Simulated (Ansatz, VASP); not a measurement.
**One calculation of KBr, two programs**

INCAR

```
PREC = Accurate ; ENCUT = 520
EDIFF = 1E-6 ; ISMEAR = 0
SIGMA = 0.05 ; LREAL = False
LASPH = True ; NELM = 80
ALGO = Normal ; ISIF = 2
LWAVE = False ; LCHARG = False
GGA = CA ; NBANDS = 15
```

The input KPOINTS:

```
Automatic mesh
0
Gamma
  6 6 6
```

The input POSCAR:

```
KBr
1.0
    0.0000000000      3.3418875000      3.2925000000
    3.3418875000      0.0000000000      3.2925000000
    3.3418875000      3.3418875000      0.0000000000
K Br
1 1
Direct
    0.0000000000      0.0000000000      0.0000000000
    0.5000000000      0.5000000000      0.5000000000
```

Input for Ansatz:

```yaml
crystal:
  lattice:
    - [0.0, 3.3418875, 3.2925]
    - [3.3418875, 0.0, 3.2925]
    - [3.3418875, 3.3418875, 0.0]
  atoms:
    - { symbol: K, position: [0.0, 0.0, 0.0] }
    - { symbol: Br, position: [0.5, 0.5, 0.5] }
basis:
  ecutwfc: 420
kpoints:
  mp_grid: { grid: [6, 6, 6] }
hamiltonian:
  xc: lda
scf:
  occupations: { method: gaussian, width: 0.05 }
output:
  forces: true
  stress: true
  eigenvalues: true
```

Change from the starting cell: strain +0.015 along x and y, +0.000 along z, atoms carried along.

Alike in both runs: task single point; functional LDA; k mesh 6 × 6 × 6; occupations gaussian, width 0.05 eV; no spin polarisation.

|  | VASP | Ansatz |
| --- | --- | --- |
| version | VASP 6.6.1 | Ansatz 0.2.0 |
| potentials or method | VASP PAW LDA potentials, release 64 (K_sv, Br) | scalar-relativistic, plane waves, PAW |
| plane-wave cutoff (eV) | 520 | 420 |
| valence electrons in the cell | 16 | 16 |

VASP gave:

```
gap on the k mesh at the Fermi level (eV)       : 3.98
least direct gap on the mesh (eV)               : 3.98
pressure (GPa)                                  : -1.8
largest component of the traceless stress (GPa) : 0.22
```

**Question.** What did Ansatz give for the same quantities?

**Answer.** gap on the k mesh at the Fermi level (eV): 3.97; least direct gap on the mesh (eV): 3.97; pressure (GPa): -1.9; largest component of the traceless stress (GPa): 0.22.
